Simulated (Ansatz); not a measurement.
Here is an Ansatz input file for Na2S, space group Fm-3m. Write the same calculation for the Python package.

```yaml
crystal:
  lattice:
    - [0.0, 3.2735, 3.2735]
    - [3.2735, 0.0, 3.2735]
    - [3.2735, 3.2735, 0.0]
  atoms:
    - { symbol: Na, position: [0.25, 0.25, 0.25] }
    - { symbol: Na, position: [0.75, 0.75, 0.75] }
    - { symbol: S, position: [0.0, 0.0, 0.0] }
basis:
  ecutwfc: 476.1992593048
kpoints:
  mp_grid: { grid: [6, 6, 6] }
hamiltonian:
  xc: pbe
scf:
  occupations: { method: fixed }
relax:
  f_tol: 0.005
  max_steps: 40
  cell: { p_target: 10.0 }
output:
  write_density: true
  bader: true
```

On the command line:
```console
$ ansatz run input.yaml --threads 1 --pin off --max-ram 3072MiB --backend cpu --events-out ev --progress --plain --runs-dir out
Engine: ansatz 0.2.0, x86_64-unknown-linux-gnu
Pseudopotentials: kind: paw
Pseudopotential: Na, paw, valence charge 9, recommended cutoff 420 eV (normal), Na.paw.azcp
Pseudopotential: S, paw, valence charge 6, recommended cutoff 420 eV (normal), S.paw.azcp
Functional definition: PBE
  parameter kappa = 0.804
  parameter beta = 0.06672455060314922
  exchange = pbe_x(kappa = kappa, mu = beta*pi^2/3)
  correlation = pbe_c(beta = beta)
Crystal: 3 atoms, lattice volume = 70.156 Å³
Basis set: ecut = 476.1992593048 eV, 1639 PW (Γ), exchange–correlation on 72×72×72 points (8 copies of the dense FFT grid, shifted against one another)
Bands: 16, of which v1, the nominal top of the filled ones, is band 12 counted from 1 (11 counted from 0)
Symmetry: 48 space group operations
Space group: Fm-3m (ITA 225), of the structure as read, at distance tolerance 4.1e-5 Å
k-points: 16 of 216
Non-local potential: Na, projectors of the file, l = 0: 3, l = 1: 2, l = 2: 1
Non-local potential: S, projectors of the file, l = 0: 2, l = 1: 2, l = 2: 2
PAW form: soft (Blöchl's): semilocal exchange-correlation on the pseudo side does not see the compensation charge
PAW one-centre angular grid: Na, 110 points (default); XC on 64 Gauss nodes
PAW one-centre angular grid: S, 110 points (default); XC on 64 Gauss nodes
Initial density: superposition of atomic densities (neutral atoms: chi_scale 0, normalization atom), corrected by the library's trained network
Initial wavefunctions: pseudopotential atomic-orbital guess
Functional: x = pbe(κ = 0.804, μ = 0.2195149727645171), c = pbe(β = 0.06672455060314922)
SCF iter   1: F=—  HF=-3878.143835 eV  |F-HF|=—  |Δ(HF+E_count)|=         —  Δρ=2.92e-4  dr2=6.28e-5  ethr=1.77e-3  ⟨swp⟩=4.8  Hψ=1087  notcnv=0  defer=26
preconditioner: auto → none  [insulator: Δε(μ)=2.463 eV  Ē_g=9.545 eV  n_scr=14 (ndim 8)  ℏωp=12.5 eV  f_vac=0.120  ε∞_Penn≈2.7]
SCF iter   2: F=—  HF=-3878.143238 eV  |F-HF|=—  |Δ(HF+E_count)|=   5.96e-4  Δρ=6.90e-4  dr2=7.75e-4  ethr=2.61e-7  ⟨swp⟩=3.0  Hψ=660  notcnv=0  defer=30
SCF iter   3: F=—  HF=-3878.143029 eV  |F-HF|=—  |Δ(HF+E_count)|=   2.09e-4  Δρ=1.68e-4  dr2=1.53e-5  ethr=2.61e-7  ⟨swp⟩=3.0  Hψ=393  notcnv=0  defer=30
SCF iter   4: F=—  HF=-3878.143033 eV  |F-HF|=—  |Δ(HF+E_count)|=   3.92e-6  Δρ=7.77e-5  dr2=3.76e-6  ethr=6.39e-8  ⟨swp⟩=2.9  Hψ=430  notcnv=0  defer=30
SCF iter   5: F=—  HF=-3878.143038 eV  |F-HF|=—  |Δ(HF+E_count)|=   5.82e-6  Δρ=9.04e-5  dr2=1.14e-5  ethr=1.56e-8  ⟨swp⟩=2.0  Hψ=320  notcnv=0  defer=30  recentre
SCF iter   6: F=—  HF=-3878.143035 eV  |F-HF|=—  |Δ(HF+E_count)|=   3.27e-6  Δρ=2.99e-5  dr2=1.19e-6  ethr=1.56e-8  ⟨swp⟩=2.0  Hψ=320  notcnv=0  defer=30
SCF iter   7: F=—  HF=-3878.143035 eV  |F-HF|=—  |Δ(HF+E_count)|=   3.21e-7  Δρ=9.99e-6  dr2=1.47e-7  ethr=4.96e-9  ⟨swp⟩=2.0  Hψ=293  notcnv=0  defer=30
SCF iter   8: F=-3878.143035 eV  HF=-3878.143035 eV  |F-HF|=7.13e-9  |Δ(HF+E_count)|=   4.10e-8  Δρ=2.49e-6  dr2=9.30e-9  ethr=4.17e-10  ⟨swp⟩=4.0  Hψ=768  notcnv=0
SCF 1 converged in 8 iterations: F = -3878.143035 eV  dr2 = 9.30e-9
  greatest PAW one-centre occupation: 0.999 electrons in one spin orbital (limit 2), on the Na atom at site 1 (counted from 0), in its partial waves of l = 0
relax step   1: F+E_penalty+E_count = -3878.14303480 eV  Δ(F+E_penalty+E_count) = +0.000e0 eV  max|allowed force component| = 7.710e-18 eV/Å  Δτ_max = 0.0000 Å  P = +0.278 GPa  Ω = 70.156 Å³  (8 SCF iters, dr2 threshold 1.00e-7 eV, accepted)
Crystal: 3 atoms, lattice volume = 60.388 Å³
Basis set: ecut = 476.1992593048 eV, 1411 PW (Γ), exchange–correlation on 72×72×72 points (8 copies of the dense FFT grid, shifted against one another)
Initial density: handed on by an earlier stage of this run
Initial wavefunctions: those handed on with the density
iter 1 solved again at ethr=4.49e-5 eV; its pass at ethr=3.10e-3 eV (dr2=1.08e-2 eV) is discarded
SCF iter   1: F=—  HF=-3877.965898 eV  |F-HF|=—  |Δ(HF+E_count)|=         —  Δρ=3.53e-3  dr2=1.05e-2  ethr=4.49e-5  ⟨swp⟩=1.7  Hψ=1361  notcnv=0  defer=10
automatic band count: iteration 1 solves 15 bands in place of 16: the levels show a gap, and the empty bands left out lie too high to hold charge; the band table lists the bands solved (type scf.n_extra_bands for more)
preconditioner: auto → none  [insulator: Δε(μ)=2.992 eV  Ē_g=9.730 eV  n_scr=14 (ndim 8)  ℏωp=13.5 eV  f_vac=0.064  ε∞_Penn≈2.9]
SCF iter   2: F=—  HF=-3877.964395 eV  |F-HF|=—  |Δ(HF+E_count)|=   1.50e-3  Δρ=1.36e-3  dr2=1.09e-3  ethr=4.39e-5  ⟨swp⟩=3.0  Hψ=465  notcnv=0  defer=15
SCF iter   3: F=—  HF=-3877.964973 eV  |F-HF|=—  |Δ(HF+E_count)|=   5.78e-4  Δρ=5.52e-4  dr2=2.31e-4  ethr=4.55e-6  ⟨swp⟩=2.1  Hψ=321  notcnv=0  defer=15
SCF iter   4: F=—  HF=-3877.965183 eV  |F-HF|=—  |Δ(HF+E_count)|=   2.10e-4  Δρ=1.36e-4  dr2=1.05e-5  ethr=9.63e-7  ⟨swp⟩=2.0  Hψ=337  notcnv=0  defer=15
SCF iter   5: F=-3877.965189 eV  HF=-3877.965189 eV  |F-HF|=5.16e-7  |Δ(HF+E_count)|=   5.94e-6  Δρ=2.61e-5  dr2=2.97e-7  ethr=1.25e-9  ⟨swp⟩=3.0  Hψ=1063  notcnv=0
SCF 2 converged in 5 iterations: F = -3877.965189 eV  dr2 = 2.97e-7
relax step   2: F+E_penalty+E_count = -3877.96518929 eV  Δ(F+E_penalty+E_count) = +1.778e-1 eV  max|allowed force component| = 5.166e-17 eV/Å  Δτ_max = 0.0000 Å  P = +6.329 GPa  Ω = 60.388 Å³  energy of the carried Pulay correction = +7.768e-4 eV  (5 SCF iters, dr2 threshold 3.00e-7 eV, accepted)
Crystal: 3 atoms, lattice volume = 55.696 Å³
Basis set: ecut = 476.1992593048 eV, 1363 PW (Γ), exchange–correlation on 72×72×72 points (8 copies of the dense FFT grid, shifted against one another)
iter 1 solved again at ethr=2.17e-5 eV; its pass at ethr=3.10e-3 eV (dr2=5.20e-3 eV) is discarded
SCF iter   1: F=—  HF=-3877.712209 eV  |F-HF|=—  |Δ(HF+E_count)|=         —  Δρ=2.36e-3  dr2=5.00e-3  ethr=2.17e-5  ⟨swp⟩=1.2  Hψ=1367  notcnv=0  defer=6
automatic band count: iteration 1 solves 15 bands in place of 16: the levels show a gap, and the empty bands left out lie too high to hold charge; the band table lists the bands solved (type scf.n_extra_bands for more)
preconditioner: auto → none  [insulator: Δε(μ)=3.336 eV  Ē_g=21.299 eV  n_scr=14 (ndim 8)  ℏωp=22.3 eV  f_vac=0.064  ε∞_Penn≈2.1]
SCF iter   2: F=—  HF=-3877.711180 eV  |F-HF|=—  |Δ(HF+E_count)|=   1.03e-3  Δρ=8.09e-4  dr2=3.27e-4  ethr=2.08e-5  ⟨swp⟩=2.0  Hψ=337  notcnv=0  defer=15
SCF iter   3: F=—  HF=-3877.711312 eV  |F-HF|=—  |Δ(HF+E_count)|=   1.32e-4  Δρ=3.66e-4  dr2=7.93e-5  ethr=1.36e-6  ⟨swp⟩=2.1  Hψ=321  notcnv=0  defer=15
SCF iter   4: F=—  HF=-3877.711420 eV  |F-HF|=—  |Δ(HF+E_count)|=   1.08e-4  Δρ=7.03e-5  dr2=2.22e-6  ethr=3.30e-7  ⟨swp⟩=2.0  Hψ=330  notcnv=0  defer=13
SCF iter   5: F=-3877.711422 eV  HF=-3877.711422 eV  |F-HF|=1.01e-7  |Δ(HF+E_count)|=   2.04e-6  Δρ=1.18e-5  dr2=5.39e-8  ethr=1.25e-9  ⟨swp⟩=4.8  Hψ=898  notcnv=0
SCF 3 converged in 5 iterations: F = -3877.711422 eV  dr2 = 5.39e-8
relax step   3: F+E_penalty+E_count = -3877.71142216 eV  Δ(F+E_penalty+E_count) = +2.538e-1 eV  max|allowed force component| = 6.206e-17 eV/Å  Δτ_max = 0.0000 Å  P = +11.349 GPa  Ω = 55.696 Å³  energy of the carried Pulay correction = +1.229e-3 eV  (5 SCF iters, dr2 threshold 3.00e-7 eV, accepted)
[... 31 lines left out ...]
SCF 6 converged in 3 iterations: F = -3877.783020 eV  dr2 = 6.73e-9
relax step   6: F+E_penalty+E_count = -3877.78302025 eV  Δ(F+E_penalty+E_count) = +2.973e-3 eV  max|allowed force component| = 3.816e-17 eV/Å  Δτ_max = 0.0000 Å  P = +9.999 GPa  Ω = 56.781 Å³  energy of the carried Pulay correction = +3.820e-6 eV  (3 SCF iters, dr2 threshold 8.31e-9 eV, accepted)
iter 1 solved again at ethr=4.95e-6 eV; its pass at ethr=3.10e-3 eV (dr2=1.19e-3 eV) is discarded
SCF iter   1: F=—  HF=-3877.782935 eV  |F-HF|=—  |Δ(HF+E_count)|=         —  Δρ=9.59e-6  dr2=1.72e-8  ethr=4.95e-6  ⟨swp⟩=2.3  Hψ=1699  notcnv=0  defer=30
eigensolver tolerance schedule: the retry pair's looser diagonalisation over-reported the residual by 69264.16 of it (diagonalisation noise at an unbounded share of the residual, at the tolerance the schedule requests for it); recorded, not acted on — ethr = c·dr2/N_el stays at c = 1.0e-1
preconditioner: auto → none  [insulator: Δε(μ)=3.254 eV  Ē_g=21.708 eV  n_scr=14 (ndim 8)  ℏωp=22.0 eV  f_vac=0.078  ε∞_Penn≈2.0]
SCF iter   2: F=—  HF=-3877.783012 eV  |F-HF|=—  |Δ(HF+E_count)|=   7.71e-5  Δρ=5.50e-6  dr2=5.61e-9  ethr=7.15e-11  ⟨swp⟩=3.1  Hψ=621  notcnv=0  defer=27
SCF iter   3: F=—  HF=-3877.783012 eV  |F-HF|=—  |Δ(HF+E_count)|=  5.18e-11  Δρ=2.80e-6  dr2=1.43e-9  ethr=2.34e-11  ⟨swp⟩=2.0  Hψ=352  notcnv=0  defer=27
SCF iter   4: F=—  HF=-3877.783012 eV  |F-HF|=—  |Δ(HF+E_count)|=   2.33e-9  Δρ=5.72e-7  dr2=9.33e-11  ethr=5.95e-12  ⟨swp⟩=2.0  Hψ=448  notcnv=0  defer=27
SCF iter   5: F=—  HF=-3877.783012 eV  |F-HF|=—  |Δ(HF+E_count)|=  1.46e-11  Δρ=3.71e-7  dr2=3.53e-11  ethr=1.00e-12  ⟨swp⟩=5.9  Hψ=994  notcnv=0
SCF iter   6: F=-3877.783012 eV  HF=-3877.783012 eV  |F-HF|=3.18e-12  |Δ(HF+E_count)|=  1.36e-12  Δρ=2.64e-7  dr2=7.22e-12  ethr=1.00e-12  ⟨swp⟩=5.0  Hψ=957  notcnv=0
SCF 7 converged in 6 iterations: F = -3877.783012 eV  dr2 = 7.22e-12
relax step   7: F+E_penalty+E_count = -3877.78301182 eV  Δ(F+E_penalty+E_count) = +8.430e-6 eV  max|allowed force component| = 4.973e-17 eV/Å  Δτ_max = 0.0000 Å  P = +9.998 GPa  Ω = 56.781 Å³  stress off target by 1.60e-3 GPa  SCF on the basis re-selected at this cell (its energy is not comparable with the rows above)  (6 SCF iters)
basis re-selected at this cell: Δ(F+E_penalty+E_count) = +8.430e-6 eV, ΔP = -0.000 GPa vs the last step (what re-selecting the basis moved, of the pressure what is left beyond the Pulay correction that the steps carried, after the strain that the cell walked since its last selection, with what the two solves' SCF thresholds leave and, on support functions, [...]
SCF converged after 6 iterations
Free energy (F): -3877.783012 eV
Harris-Foulkes:  -3877.783012 eV  (|F-HF|=3.18e-12)
Internal energy: -3877.783012 eV  (E = F + TS)
E sigma→0 (E₀):  -3877.783012 eV
Fermi energy:    3.481275 eV
--- Per-component energies (eV) ---
  E_band       = -402.933755
  E_kinetic    = 354.070228
  E_local      = -2664.552583  (includes V_loc(G=0)·N_el)
  E_nonlocal   = 259.706645
  E_hartree    = 961.865011
  E_xc         = -178.357564
  E_vxc        = -191.959966  (∫ρ·V_xc dr)
  E_paw        = -1126.536873  (= ΣΔE_a)
  E_vpaw       = -83.928164  (= ΣTr[D̂ρ^β])
  E_aug_tail   = -0.000009  (compensation charges beyond the density's cutoff)
  E_ewald      = -1483.977865
  E_smearing   = -0.000000  (= −TS)
  E_closure    = -0.000000  (closes the sum)
  Σ components = -3877.783012   (vs F -3877.783012, Δ=0.00e0)
--- Forces (eV/Å), atoms counted from 1 ---
  atom   1  Na     0.00000000     0.00000000     0.00000000
  atom   2  Na    -0.00000000    -0.00000000    -0.00000000
  atom   3  S      0.00000000    -0.00000000     0.00000000
  max |Σ_I F_I| component: 2.31e-17 eV/Å
--- Stress (GPa, compression-positive) ---
        9.998404       0.000000      -0.000000
        0.000000       9.998404      -0.000000
       -0.000000      -0.000000       9.998404
  P = ⅓ Tr σ = 9.9984 GPa (99.984 kbar)
--- Relaxed structure (5 steps of the walk, 5 accepted, 2 SCFs on fresh bases) ---
  F+E_penalty+E_count = -3877.78301182 eV   max|allowed force component| = 4.973e-17 eV/Å   (the final SCF, on the basis selected at the relaxed cell)
  cell:  # Å, volume = 56.7815 Å³
    - [2.802455549415687e-34, 3.050649179422929, 3.050649179422929]
    - [3.0506491794229293, 1.0190743134468065e-33, 3.050649179422929]
    - [3.0506491794229293, 3.050649179422929, -2.2929174148030154e-34]
  atoms:
    - { symbol: Na, position: [0.24999999999999992, 0.24999999999999997, 0.24999999999999994] }
    - { symbol: Na, position: [0.7499999999999997, 0.7499999999999999, 0.7499999999999998] }
    - { symbol: S, position: [4.706717444661031e-34, -3.987635612837818e-34, -3.1704971675841665e-34] }
--- Bader charges: 3 sites ---
  site symbol  charge [e]  shift [e]
     0     Na      0.7879     0.0005
     1     Na      0.7879     0.0005
     2      S     -1.5757     0.0009
  estimated error of the sums over rays = 2.0e-4 e
```

Script `vcrelax_na2s.py`:
```python
"""Variable-cell relaxation of Na2S."""

import ansatz as az
from ase.data import atomic_numbers
import numpy as np
import pandas as pd
import spglib

def edges_and_angles(cell):
    cell = np.asarray(cell)
    a, b, c = np.linalg.norm(cell, axis=1)
    cosines = cell[1] @ cell[2] / (b * c), cell[0] @ cell[2] / (a * c), cell[0] @ cell[1] / (a * b)
    return (a, b, c, *np.degrees(np.arccos(cosines)))


def main() -> None:
    system = (
        az.Lattice.of((0.0, 3.2735, 3.2735), (3.2735, 0.0, 3.2735), (3.2735, 3.2735, 0.0))
        .atom("Na", (0.25, 0.25, 0.25))
        .atom("Na", (0.75, 0.75, 0.75))
        .atom("S", (0.0, 0.0, 0.0))
    )

    # a pressure is positive in compression
    model = (
        system.calculation()
        .kpoints(6)
        .occupations(az.OccupationsMethod.FIXED)
        .basis(35 * az.Ry)
        .functional("PBE")
        .relax(force_tolerance=0.005, max_steps=40, pressure=10)
        .density()
        .bader_charges()
    )
    steps = []


    def collect(event):
        if event["event"] == "relax_step":
            steps.append(event["data"])


    done = model.session().plan().execute(on_event=collect)
    data = done.report
    print("step   energy (eV)     max comp. (eV/A)   P (GPa)  SCF")
    for s in steps:
        print(f"{s['step']:4d} {s['lagrangian_ev']:15.5f} {s['allowed_force_max_ev_ang']:12.4f} {s['pressure_gpa']:10.3f} {s['n_scf']:5d}")

    first, last = steps[0], steps[-1]
    symbols = [site.symbol for site in done.lattice.sites]
    print(f"energy gained {first['lagrangian_ev'] - last['lagrangian_ev']:.4f} eV in {len(steps) - 1} steps")
    for label, vectors in (("before", first["cell_ang"]), ("after", done.lattice.cell_ang)):
        print(label, "a b c (A) {:.4f} {:.4f} {:.4f}  angles {:.2f} {:.2f} {:.2f}".format(*edges_and_angles(vectors)), f" V = {abs(np.linalg.det(vectors)):.3f} A^3")
    print("final stress xx yy zz (GPa, compression positive):", np.round(np.diag(data["stress_gpa"]), 3) + 0.0)

    fractions = [site.position_frac for site in done.lattice.sites]
    numbers = [atomic_numbers[s] for s in symbols]
    for tolerance in (1e-3, 1e-2, 1e-1):
        print(f"space group at {tolerance} A:", spglib.get_spacegroup((done.lattice.cell_ang, fractions, numbers), symprec=tolerance))

    change = np.array(last["positions_ang"]) @ np.linalg.inv(last["cell_ang"]) - np.array(first["positions_ang"]) @ np.linalg.inv(first["cell_ang"])
    moved = np.linalg.norm(change @ np.array(last["cell_ang"]), axis=1)
    print("displacement within the cell, strain taken out (A):", " ".join(f"{s}:{d:.3f}" for s, d in zip(symbols, moved)))

    energy = data["free_energy_ev"]
    print("F of the Na2S cell: {:.6f} eV = {:.6f} Ry = {:.6f} Ha".format(energy, energy / 13.605693, energy / 27.211386))
    print("Fermi level {:.4f} eV, {} k-points, {} symmetry operations".format(data["fermi_energy_ev"], data["n_kpoints"], data["n_symmetry_ops"]))

    rho = done.density()
    total = sum(ch.density_e_per_ang3 for ch in rho.channels[:2]) if len(rho.channels) < 3 else rho.channels[0].density_e_per_ang3
    print("grid", rho.dims, "electrons", round(float(total.mean() * rho.cell_volume_ang3), 4))
    profile = total.mean(axis=(0, 2))
    print("planar average along grid axis 1 (e/A^3):")
    print(np.array2string(profile[:: max(len(profile) // 16, 1)], precision=4))

    basins = done.bader_charges()
    frame = pd.DataFrame([(a.symbol, a.partial_charge_e, a.basin.volume_ang3) for a in basins.atoms], columns=["atom", "charge (e)", "volume (A^3)"])
    print(frame.round(3).to_string())
    print("sum of charges", round(frame["charge (e)"].sum(), 4), " sum of volumes", round(frame["volume (A^3)"].sum(), 3))


if __name__ == "__main__":
    main()
```

```console
$ python vcrelax_na2s.py
step   energy (eV)     max comp. (eV/A)   P (GPa)  SCF
   1     -3878.14303       0.0000      0.278     8
   2     -3877.96519       0.0000      6.329     5
   3     -3877.71142       0.0000     11.349     5
   4     -3877.78658       0.0000      9.956     4
   5     -3877.78599       0.0000      9.942     6
   6     -3877.78302       0.0000      9.999     3
   7     -3877.78301       0.0000      9.998     6
energy gained -0.3600 eV in 6 steps
before a b c (A) 4.6294 4.6294 4.6294  angles 60.00 60.00 60.00  V = 70.156 A^3
after a b c (A) 4.3143 4.3143 4.3143  angles 60.00 60.00 60.00  V = 56.781 A^3
final stress xx yy zz (GPa, compression positive): [9.998 9.998 9.998]
space group at 0.001 A: Fm-3m (225)
space group at 0.01 A: Fm-3m (225)
space group at 0.1 A: Fm-3m (225)
displacement within the cell, strain taken out (A): Na:0.000 Na:0.000 S:0.000
F of the Na2S cell: -3877.783012 eV = -285.011797 Ry = -142.505899 Ha
Fermi level 3.4813 eV, 16 k-points, 48 symmetry operations
grid (32, 32, 32) electrons 24.0
planar average along grid axis 1 (e/A^3):
[0.284  0.3057 0.4406 0.7079 0.8229 0.6021 0.253  0.0809 0.0526 0.0809
 0.253  0.6021 0.8229 0.7079 0.4406 0.3057]
  atom  charge (e)  volume (A^3)
0   Na       0.788         9.112
1   Na       0.788         9.113
2    S      -1.576        38.556
sum of charges 0.0  sum of volumes 56.781
```

Notes:
- Absolute energies stand on the zero of these potentials, so only differences at equal settings mean something. A total without «per atom» is that of the whole cell that was run.
- Forces vanish by symmetry, so the ions can't move, and the end may be a saddle.
- Part of the cell is held or a pressure is applied, so the end point needn't be the zero-pressure lattice.
- At a fixed pressure a relaxation lowers the enthalpy F + PV, while F alone can rise.
- With fixed filling the reported Fermi level is the top filled level among the k-points of the SCF.
- Only differences from the Fermi energy are physical; the zero of the scale is a convention.
- Energies along a relaxation are free energies. Rows at an unchanged volume are solved on a plane-wave basis chosen afresh for that cell, so the energy can jump there; the script counts such rows among its steps.
- Bader volumes count only the part of each basin above a small density, so their sum can fall short of the cell.
- Edges and angles are those of the cell as typed, here a primitive one, not of the conventional cell.
- Symmetry holds the cell in this phase, whether or not it is the stable one at this pressure.
- The fields are valence quantities on the plane-wave grid; their values near the nuclei depend on the potentials.
- The structure is a deposited one; some such entries were measured under pressure or heat, so a shift against it needn't be the functional's error alone.
- Wall time of the script: 17 s on 1 thread of Intel(R) Xeon(R) 6975P-C (Granite Rapids), with other jobs on the host, peak memory 0.46 GiB.

(Lines on the test bed's own set-up are left out of the output.)
